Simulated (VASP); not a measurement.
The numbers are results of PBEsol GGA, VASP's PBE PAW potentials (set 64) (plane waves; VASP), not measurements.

VASP ran on this input.

File POSCAR:
```
CsI
1
    4.4245939816     0.0000000000     0.0000000000
    0.0000000000     4.4245939816     0.0000000000
    0.0000000000     0.0000000000     4.4245939816
Cs I
1 1
Direct
  0.0000000000   0.0000000000   0.0000000000
  0.5000000000   0.5000000000   0.5000000000
```

**INCAR**
```
SYSTEM = CsI
PREC = Accurate; ENCUT = 520; LREAL = .FALSE.
LASPH = .TRUE.
EDIFF = 1E-7; NELM = 100; ALGO = Normal
LMAXMIX = 4
ISMEAR = 0; SIGMA = 0.05
GGA = PS
ISIF = 2
LWAVE = .FALSE.; LCHARG = .FALSE.
```

KPOINTS:
```
Automatic mesh
0
Gamma
6 6 6
0 0 0
```

POTCAR, in this order: Cs_sv I (PBE.64 set). Program: vasp_std.

Output

File OSZICAR:
```
       N       E                     dE             d eps       ncg     rms          rms(c)
DAV:   1     0.945125751471E+02    0.94513E+02   -0.64030E+03   480   0.111E+03
DAV:   2     0.146190926477E+01   -0.93051E+02   -0.87047E+02   728   0.166E+02
DAV:   3    -0.578302834572E+01   -0.72449E+01   -0.72154E+01   600   0.543E+01
DAV:   4    -0.588227878014E+01   -0.99250E-01   -0.99224E-01   552   0.773E+00
DAV:   5    -0.588349987546E+01   -0.12211E-02   -0.12211E-02   596   0.923E-01    0.148E+00
DAV:   6    -0.578107736863E+01    0.10242E+00   -0.13658E-01   524   0.187E+00    0.107E+00
DAV:   7    -0.575881505838E+01    0.22262E-01   -0.11141E-01   532   0.171E+00    0.484E-01
DAV:   8    -0.576036948159E+01   -0.15544E-02   -0.71646E-03   540   0.558E-01    0.102E-01
DAV:   9    -0.576054357598E+01   -0.17409E-03   -0.43650E-04   560   0.157E-01    0.603E-02
DAV:  10    -0.576061055954E+01   -0.66984E-04   -0.15079E-04   556   0.696E-02    0.159E-02
DAV:  11    -0.576060844603E+01    0.21135E-05   -0.45925E-05   544   0.373E-02    0.462E-03
DAV:  12    -0.576060835725E+01    0.88781E-07   -0.33352E-06   560   0.122E-02    0.671E-04
DAV:  13    -0.576060836303E+01   -0.57747E-08   -0.19449E-07   520   0.314E-03
   1 F= -.57606084E+01 E0= -.57606084E+01  d E =-.721609E-18
```

OUTCAR:
```
------------------------ aborting loop because EDIFF is reached ----------------------------------------
  FORCE on cell =-STRESS in cart. coord.  units (eV):
  Direction    XX          YY          ZZ          XY          YZ          ZX
  --------------------------------------------------------------------------------------
  Total        0.4785236      0.4785236      0.4785236     -0.0000000      0.0000000     -0.0000000
  in kB        8.8510263      8.8510263      8.8510263     -0.0000000      0.0000000     -0.0000000
  external PRESSURE =       8.8510263 kB  Pullay stress =       0.0000000 kB
  volume of cell :       86.62
      direct lattice vectors                 reciprocal lattice vectors
     4.424593982  0.000000000  0.000000000     0.226009438  0.000000000  0.000000000
     0.000000000  4.424593982  0.000000000     0.000000000  0.226009438  0.000000000
     0.000000000  0.000000000  4.424593982     0.000000000  0.000000000  0.226009438
 POSITION                                       TOTAL-FORCE (eV/Angst)
 -----------------------------------------------------------------------------------
      0.00000      0.00000      0.00000         0.000000      0.000000      0.000000
      2.21230      2.21230      2.21230         0.000000      0.000000      0.000000
 -----------------------------------------------------------------------------------
    total drift:                               -0.000000      0.000000      0.000000
  FREE ENERGIE OF THE ION-ELECTRON SYSTEM (eV)
  ---------------------------------------------------
  free  energy   TOTEN  =        -5.7606083630 eV

  energy  without entropy=       -5.7606083630  energy(sigma->0) =       -5.76060836
```
(Selected blocks of OUTCAR.)

The compound is CsI in the CsCl type structure. This cell is one point of a volume scan, at 0.94 of the reference volume.
